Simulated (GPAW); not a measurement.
Runs of GPAW 26.7.0 on SiC. The structure is hexagonal, space group P6_3mc (No. 186). The conventional cell has a = 3.076 Å, b = 3.076 Å, c = 10.071 Å, α = 90.00°, β = 90.00°, γ = 120.00°. Si (site symmetry 3m) has 4 C at 1.88 to 1.89 Å as nearest neighbours. Around Si (site symmetry 3m) lie 4 C at 1.88 to 1.89 Å. C (site symmetry 3m) is surrounded by 4 Si at 1.88 to 1.89 Å. C (site symmetry 3m) has 4 Si at 1.88 to 1.89 Å as nearest neighbours. The cell is a database's computed one.

| task | level | potentials or basis | cell | k mesh | cutoff (eV) | smearing | eigensolver | band path | band points | kernel | response ecut | mesh quality | gap on the mesh (eV) | pressure (GPa) | largest force (eV/Å) |
| --- | --- | --- | --- | --- | --- | --- | --- | --- | --- | --- | --- | --- | --- | --- | --- |
| band structure | BLYP | PAW data sets generated in the run's folder for this functional, pw | as given | 6 × 6 × 2 | 800 | fermi-dirac 0.05 eV | davidson | GMKGALHA,LM,KH | 100 | - | - | coarse | 2.53 | 9.4 | 0.01 |
| eps q | LDA | the program's PAW data sets (release 1.2.1) made for this functional, pw | as given | 8 × 8 × 2 | 650 | fermi-dirac 0.001 eV | - | - | - | ALDA | 50 eV | not flagged | 2.17 | - | - |
| band structure | M06-L | GPAW PAW data sets (gpaw-data 1.2.1), pw | as given | 6 × 6 × 2 | 800 | fermi-dirac 0.05 eV | - | GMKGALHA,LM,KH | 100 | - | - | coarse | 2.33 | -2.8 | 0.03 |
| band structure | mBEEF | GPAW PAW data sets (gpaw-data 1.2.1), pw | as given | 6 × 6 × 2 | 800 | fermi-dirac 0.05 eV | - | GMKGALHA,LM,KH | 100 | - | - | coarse | 2.69 | 0.3 | 0.01 |
| band structure | TPSS | GPAW PAW data sets (gpaw-data 1.2.1), pw | as given | 6 × 6 × 2 | 800 | fermi-dirac 0.05 eV | davidson | GMKGALHA,LM,KH | 100 | - | - | coarse | 2.21 | 3.4 | - |
| band structure | SCAN | GPAW PAW data sets (gpaw-data 1.2.1), pw | as given | 6 × 6 × 2 | 800 | fermi-dirac 0.05 eV | - | GMKGALHA,LM,KH | 60 | - | - | coarse | 2.58 | 0.9 | - |
| single point | PBE | GPAW PAW data sets (gpaw-data 1.2.1), pw | as given | 10 × 10 × 3 | 800 | fermi-dirac 0.05 eV | - | - | - | - | - | not flagged | (b) | 5.2 | 0.01 |
| band structure | PBEint | PAW data sets generated in the run's folder for this functional, pw | as given | 6 × 6 × 2 | 800 | fermi-dirac 0.05 eV | - | GMKGALHA,LM,KH | 100 | - | - | coarse | 2.09 | 3.3 | 0.01 |
| band structure | revTPSS | GPAW PAW data sets (gpaw-data 1.2.1), pw | as given | 6 × 6 × 2 | 800 | fermi-dirac 0.05 eV | davidson | GMKGALHA,LM,KH | 100 | - | - | coarse | 2.10 | (a) | - |
| relaxation of cell and atoms | LDA | the program's PAW data sets (release 1.2.1) made for this functional, pw | relaxed | 6 × 6 × 2 | 800 | fermi-dirac 0.05 eV | - | - | - | - | - | coarse | 2.18 | 0.0 | 0.01 |
| band structure | rSCAN | GPAW PAW data sets (gpaw-data 1.2.1), pw | as given | 6 × 6 × 2 | 800 | fermi-dirac 0.05 eV | - | GMKGALHA,LM,KH | 60 | - | - | coarse | 2.62 | (c) | - |

Alike in all rows: no spin polarisation.

Problem. Fill in the values left out.

Solution. (a) 2.2; (b) 2.22; (c) 0.4.

Caveats: the PAW data sets were made with another functional, which shifts forces and pressure a little (some runs); the forces don't sum to zero, a sign of grid noise (some runs); an odd mesh through Γ misses points on the zone boundary, where band edges often lie (some runs); later steps reuse the first step's grids (some runs).

Not every run made on this cell is shown here.
